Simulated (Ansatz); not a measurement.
The system is ZrB2.

```
CELL_PARAMETERS angstrom
3.17000 0.00000 0.00000
-1.58500 2.74530 0.00000
0.00000 0.00000 3.53300
ATOMIC_POSITIONS crystal
Zr 0.00000 0.00000 0.00000
B 0.66667 0.33333 0.50000
B 0.33333 0.66667 0.50000
```

```yaml
Program: Ansatz 0.2.0
Task: relaxation of cell and atoms
Functional: BLYP
Dispersion: D3(BJ)
Potentials_or_basis: Ansatz PAW
Cutoff: "420 eV (not typed: the program's choice for these potentials)"
k_mesh: 10 × 10 × 8
Occupations: fermi-dirac, width 0.05 eV
Spin: no spin polarisation
```

At the start: volume 10.25 Å³/atom.

**Question.** Where does the relaxation end?

**Answer.** It ends after 7 steps and the volume is 9.96 Å³/atom (-2.8 %); space group P6/mmm (No. 191, to 0.05 Å).

Step by step:
```tsv
step	energy change (eV)	largest force (eV/Å)	volume (Å³)
1	0.0000	0.0000	30.75
2	-0.0265	0.0000	29.74
3	-0.0269	0.0000	29.91
4	-0.0270	0.0000	29.88
5	-0.0260	0.0000	29.88
6	-0.0260	0.0000	29.88
7	-0.0260	0.0000	29.88
```

Final structure:
```
Zr B
1.0
     3.12199    0.00000    0.00000
    -1.56099    2.70372    0.00000
     0.00000    0.00000    3.53988
Zr B
1 2
Direct
  0.00000 0.00000 0.00000
  0.66667 0.33333 0.50000
  0.33333 0.66667 0.50000
```

Caveat: the plane-wave basis is chosen anew once the cell has moved, so the energies of steps on either side of that aren't comparable; pairwise dispersion overbinds metals, which lowers pressure and volume; the PAW data sets come from PBE, with cores solved anew for the run's functional, which leaves a small shift of forces and pressure.
